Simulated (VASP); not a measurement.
VASP ran on this input.

**POSCAR**
```
SrF2
1
    0.0000000000     2.9103020000     2.9103020000
    2.9103020000     0.0000000000     2.9103020000
    2.9103020000     2.9103020000     0.0000000000
Sr F
1 2
Direct
  0.0000000000   0.0000000000   0.0000000000
  0.7500000000   0.7500000000   0.7500000000
  0.2500000000   0.2500000000   0.2500000000
```

**INCAR**
```
# general
SYSTEM  = SrF2
PREC    = Accurate
ENCUT   = 400   # plane-wave cut-off (eV)
LREAL   = F
LASPH   = T   # aspherical one-centre terms

# electronic loop
EDIFF   = 1E-6   # SCF stop (eV)
NELM    = 100
ALGO    = Normal   # blocked Davidson
LMAXMIX = 4   # l cut-off of mixed one-centre charges

# smearing
ISMEAR  = 0   # Gaussian
SIGMA   = 0.01

# functional
GGA     = PE   # PBE

# ions
ISIF    = 2   # forces and stress, cell fixed

# output
LWAVE   = F
LCHARG  = F
```

File KPOINTS:
```
Automatic mesh
0
gamma
  7 7 7
```

POTCAR, in this order: Sr_sv F (PBE.64 set). Program: vasp_std.

Write an equivalent input for Ansatz.

One equivalent input (not run):
Ansatz 0.2 input:
```yaml
crystal:
  lattice:
    - [0.0000000, 2.9103020, 2.9103020]
    - [2.9103020, 0.0000000, 2.9103020]
    - [2.9103020, 2.9103020, 0.0000000]
  atoms:
    - { symbol: Sr, position: [0.0000000, 0.0000000, 0.0000000] }
    - { symbol: F, position: [0.7500000, 0.7500000, 0.7500000] }
    - { symbol: F, position: [0.2500000, 0.2500000, 0.2500000] }
kpoints:
  mp_grid: { grid: [7, 7, 7] }
hamiltonian:
  xc: pbe
  pseudopotentials: { kind: paw }
scf:
  occupations: { method: gaussian, width: 0.01 }
  max_iter: 100
output: { forces: true, stress: true, eigenvalues: true }
```
What does not carry over: each code has its own PAW files, so the cut-off isn't converted (ENCUT is set for VASP's; basis.ecutwfc is left out, and Ansatz then takes the one that its files recommend); Ansatz stops its SCF on the density residual and VASP on the energy change (EDIFF).

The structure comes from a computed database's SrF2 entry; how it stands against other phases isn't given here. The cell was not relaxed at this level.
